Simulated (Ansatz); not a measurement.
```
Na Cl
1.0
     0.00000    2.48160    2.48160
     2.48160    0.00000    2.48160
     2.48160    2.48160    0.00000
Na Cl
1 1
Cartesian
  0.0000 0.0000 0.0000
  2.4816 2.4816 2.4816
```

```json
{
  "orbitals": "r²SCAN",
  "datasets": "hand-made PAW set at its accurate level, made with PBE",
  "k mesh": "4×4×4",
  "empty bands": "197",
  "response cutoff": "200 eV",
  "wave cutoff": "900 eV",
  "frequencies": "contour deformation",
  "q → 0 term": "analytic weight of Carrier, Rohra and Görling",
  "band sums": "cut at the band count"
}
```

Program: Ansatz. The Kohn-Sham gap (from Γ to a mesh point away from Γ) is 7.90 eV and the electronic dielectric constant on this mesh 2.6.

Q: Estimate the linearised G0W0 gap between these edges.

A: 10.51 eV, a change of +2.61 eV. The valence edge moves by -1.74 eV (Z = 0.83) and the conduction edge by +0.87 eV (Z = 0.87).

The cell is a model at fixed atoms and needn't be the relaxed known crystal. G0W0 moves a band edge: among the points solved the smallest quasiparticle gap is 10.32 eV, direct at Γ. The mesh is coarse, so these are values at the stated settings, not converged ones. Band sums or response are cut, so the gap isn't at its basis limit. The gap is read on the mesh, and the crystal's band edges can lie off it. With r²SCAN or HSE06 the Kohn-Sham levels are generalised ones.
